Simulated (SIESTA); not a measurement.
Crystal: MgSe.

```
Se Mg
1.0
     0.00000    2.72550    2.72550
     2.72550    0.00000    2.72550
     2.72550    2.72550    0.00000
Se Mg
1 1
Cartesian
  2.7255 2.7255 2.7255
  0.0000 0.0000 0.0000
```

Base run:

```yaml
Program: SIESTA 5.4.2
Functional: AM05
Potentials_or_basis: PseudoDojo 0.4 standard (PBEsol files)
Basis: DZP (energy shift 0.003 Ry; two zetas on semicore shells)
Grid_cutoff: 800 Ry
Energy_shift: 0.003 Ry
k_mesh: 8 × 8 × 8
Occupations: fermi-dirac, width 0.05 eV
Spin: no spin polarisation
```

Its results: band gap on the k mesh 1.90 eV, indirect (least direct gap 2.59 eV); pressure 2.2 GPa.

The run is repeated on the same cell with these changes: functional from AM05 to LDA; potentials or basis from PseudoDojo 0.4 standard (PBEsol files) to PseudoDojo 0.4 standard (LDA files). What comes out?

Band gap on the k mesh 1.76 eV, indirect (least direct gap 2.47 eV); pressure 0.1 GPa.

Caveats: the basis of atomic orbitals isn't converged, which shifts pressures, moduli and gaps; the potentials were made for another functional, which shifts forces and pressure (some runs).

Not every run made on this cell is shown here.
